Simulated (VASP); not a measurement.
A run of VASP 6.6.1 is set up as follows.

The input INCAR:

```
ALGO = Normal
EDIFF = 1E-6
ENCUT = 520
GGA = PS
ISIF = 2
ISMEAR = 0
LASPH = T
LCHARG = F
LREAL = F
LWAVE = F
NBANDS = 11
NELM = 80
PREC = Accurate
SIGMA = 0.1
```

KPOINTS

```
k-points
0
Gamma
  8 8 8
```

Contents of POSCAR:

```
Hf
1.0
    0.0000000000      2.2200000000      2.2200000000
    2.2200000000      0.0000000000      2.2200000000
    2.2200000000      2.2200000000      0.0000000000
Hf
1
Direct
    0.0000000000      0.0000000000      0.0000000000
```

Potentials or basis: VASP PAW PBE potentials, release 64 (Hf_pv).

Launch:

```console
$ cat potpaw_PBE.64/Hf_pv/POTCAR > POTCAR
$ mpirun -np 1 vasp_std > vasp.out
```

Q: Predict the band gap on the k mesh.

A: None (metal or under the smearing width).

Q: Estimate the pressure.

A: -2.0 GPa.

Caveat: the PAW data sets were made with another functional, which shifts forces and pressure a little. Spin-orbit coupling is left out, which matters for the levels of Hf.
